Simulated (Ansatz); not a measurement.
Runs of Ansatz 0.2.0 on Pb. It takes space group Fm-3m (No. 225, cubic). The conventional cell has a = 4.950 Å, b = 4.950 Å, c = 4.950 Å, α = 90.00°, β = 90.00°, γ = 90.00°. Around Pb (site symmetry m-3m) lie 12 Pb at 3.50 Å. 

```csv
task,level,potentials or basis,cell,k mesh,cutoff (eV),smearing,mesh quality,gap on the mesh (eV),pressure (GPa),V0 of scaled cells (Å³/atom),relaxed volume (Å³/atom),B0 (GPa)
relaxation of cell and atoms,r2SCAN,Ansatz PAW,relaxed,9 × 9 × 9,500,fermi-dirac 0.05 eV,not flagged,-,0.0,-,31.04,-
equation of state,PBE+D4,Ansatz PAW,as given,9 × 9 × 9,420,fermi-dirac 0.05 eV,not flagged,-,-,(b),-,47
single point,PBE,Ansatz PAW,as given,9 × 9 × 9,420,gaussian 0.016 eV,not flagged,none,2.2,-,-,-
relaxation of cell and atoms,PBE+D4,Ansatz PAW,relaxed,9 × 9 × 9,420,fermi-dirac 0.05 eV,not flagged,-,0.0,-,30.38,-
equation of state,PBE,SPMS NC,as given,9 × 9 × 9,381,fermi-dirac 0.05 eV,not flagged,-,-,31.87,-,40
relaxation of cell and atoms,BLYP+D3(BJ),Ansatz PAW,relaxed,9 × 9 × 9,420,fermi-dirac 0.05 eV,not flagged,-,0.0,-,30.71,-
equation of state,r2SCAN0,Ansatz PAW,as given,5 × 5 × 5,500,fermi-dirac 0.05 eV,coarse,-,-,30.26,-,(c)
equation of state,PBE0,Ansatz PAW,as given,5 × 5 × 5,420,fermi-dirac 0.05 eV,coarse,-,-,30.57,-,(a)
electron localisation function,PBE,SSSP precision PAW,as given,9 × 9 × 9,612,fermi-dirac 0.1 eV,not flagged,none,2.3,-,-,-
single point,PBE,Ansatz PAW,as given,4 × 4 × 4,420,fermi-dirac 0.05 eV,coarse,none,1.9,-,-,-
equation of state,BLYP+D3(BJ),Ansatz PAW,as given,9 × 9 × 9,420,fermi-dirac 0.05 eV,not flagged,-,-,30.70,-,44
single point,PBE,Ansatz PAW,as given,9 × 9 × 9,420,gaussian 0.018 eV,not flagged,none,2.2,-,-,-
```

Alike in all rows: no spin polarisation.

Question: Estimate the missing entries.

Answer: (a) 48; (b) 30.38; (c) 51.

Caveats: some runs use coarse meshes; the PAW data sets come from PBE, with cores solved anew for the run's functional, which leaves a small shift of forces and pressure (some runs); the plane-wave basis is chosen anew once the cell has moved, so the energies of steps on either side of that aren't comparable (some runs); the potentials were made for another functional, which shifts forces and pressure (some runs).

A k mesh can miss the band edges, and the runs leave out spin-orbit coupling on Pb.

A gap of «none» marks a metal or a gap under the smearing width.

Not every run made on this cell is shown here.
